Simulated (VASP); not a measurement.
**KTaO3 under changes of volume**

One of the cells (13.069 Å³/atom); the others are scaled copies at fixed shape and fractional positions:

```
Ta K O
1.0
     4.02783    0.00000    0.00000
     0.00000    4.02783    0.00000
     0.00000    0.00000    4.02783
Ta K O
1 1 3
Direct
  0.00000 0.00000 0.00000
  0.50000 0.50000 0.50000
  0.00000 0.00000 0.50000
  0.00000 0.50000 0.00000
  0.50000 0.00000 0.00000
```

- Program: VASP 6.6.1
- Functional: PBE
- Potentials or basis: VASP PAW PBE potentials, release 64 (Ta_pv, K_sv, O)
- Cutoff: 520 eV
- k mesh: 6 × 6 × 6
- Occupations: gaussian, width 0.02 eV
- Spin: no spin polarisation

```tsv
volume (Å³/atom)	energy over the lowest point (meV/atom)	pressure (GPa)	gap on the mesh (eV)
12.546	14.26	8.6	2.20
12.808	3.68	4.1	2.15
13.069	0.00	0.1	2.11
13.330	2.51	-3.5	2.06
13.592	?	?	?
```

Problem. What does the run at 13.592 Å³/atom give?

Solution. Energy over the lowest point 10.56 meV/atom; pressure -6.7 GPa; gap on the mesh 2.02 eV.

Worked out: A Birch-Murnaghan fit of order 2 (a polynomial in V^(-2/3)) to the other rows has its minimum at 13.09 Å³/atom with B0 = V·E''(V) = 189 GPa. It gives 10.67 meV/atom at 13.592 Å³/atom, against the run's 10.56, and -dE/dV = -6.6 GPa, against -6.7. A straight line through the other rows of the gap, of slope -2.28 eV per unit of ln V, extrapolates to 2.02 eV, against the run's 2.02.

Energies are extrapolated to zero smearing.

Caveats: spin-orbit coupling is left out, which moves the levels of the heavy elements.

A mesh can miss the band edges.
